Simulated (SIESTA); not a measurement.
TiO2:

```
CELL_PARAMETERS angstrom
4.59984 0.00000 0.00000
0.00000 4.59984 0.00000
0.00000 0.00000 2.95921
ATOMIC_POSITIONS crystal
Ti 0.00000 0.00000 0.50000
Ti 0.50000 0.50000 0.00000
O 0.30432 0.30432 0.50000
O 0.19568 0.80432 0.00000
O 0.80432 0.19568 0.00000
O 0.69568 0.69568 0.50000
```

The cell is a database's computed one.

Base run:

```yaml
Program: SIESTA 5.4.2
Functional: RPBE
Potentials_or_basis: PseudoDojo 0.4 standard (PBE files)
Basis: DZP (energy shift 0.003 Ry; two zetas on semicore shells)
Grid_cutoff: 800 Ry
Energy_shift: 0.003 Ry
k_mesh: 6 × 6 × 9
Occupations: fermi-dirac, width 0.05 eV
Spin: no spin polarisation
```

Its results: band gap on the k mesh 1.76 eV, direct; pressure 11.6 GPa; largest force 0.077 eV/Å.

The run is repeated on the same cell with these changes: functional from RPBE to vdW-DF-cx. What comes out?

Band gap on the k mesh 1.76 eV, direct; pressure 2.1 GPa; largest force 0.053 eV/Å.

Caveats: the potentials were made for another functional, which shifts forces and pressure; the basis of atomic orbitals isn't converged, which shifts pressures, moduli and gaps.
